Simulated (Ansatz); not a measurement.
**Bi2Se3 (Paraguanajuatite) in Ansatz: convergence with ecutrho ratio**

Input of the first run (ecutrho ratio 4); the others differ in this setting and in those tied to it:

File input.yaml:

```yaml
crystal:
  lattice:
    - [2.0715, 1.1959810826, 9.5453333333]
    - [-2.0715, 1.1959810826, 9.5453333333]
    - [0.0, -2.3919621653, 9.5453333333]
  atoms:
    - { symbol: Bi, position: [0.5992, 0.5992, 0.5992] }
    - { symbol: Bi, position: [0.4008, 0.4008, 0.4008] }
    - { symbol: Se, position: [0.7883, 0.7883, 0.7883] }
    - { symbol: Se, position: [0.2117, 0.2117, 0.2117] }
    - { symbol: Se, position: [0.0, 0.0, 0.0] }
hamiltonian:
  xc: r2scan
  pseudopotentials: { kind: paw, level: accurate }
kpoints:
  mp_grid: { grid: [6, 6, 6] }
scf:
  occupations: { method: cold, width: 0.1 }
output:
  forces: true
  stress: true
  eigenvalues: true
basis:
  ecutrho_ratio: 4
```

Potentials or basis: Ansatz PAW earlier set.

Launch:

```console
$ ansatz run input.yaml --threads 2 --pin off --max-ram 5632MiB --backend cpu --events-out ev --progress --plain --runs-dir out
```

Hardware: 2 threads of Intel(R) Xeon(R) Processor @ 2.50GHz (Skylake/Cascade Lake) (shared host).

```csv
ecutrho ratio,"energy less the tightest run, at zero smearing (meV/atom)",SCF cycles,CPU time (s),peak memory (GiB)
4,0.06,11,99,1.1
5,0.04,11,99,1.3
6,0.02,11,110,1.6
8,0.01,11,110,1.9
10,0.00,11,120,2.4
12,0.00,11,130,3.2
```

Against the tightest run, the energy stays within 1 meV/atom from 4 on. The tightest run that finished is the yardstick and may itself not be fully converged.

Caveat, for the tightest run too: spin-orbit coupling is left out, which as a rule narrows the gap of such compounds by several tenths of an eV.
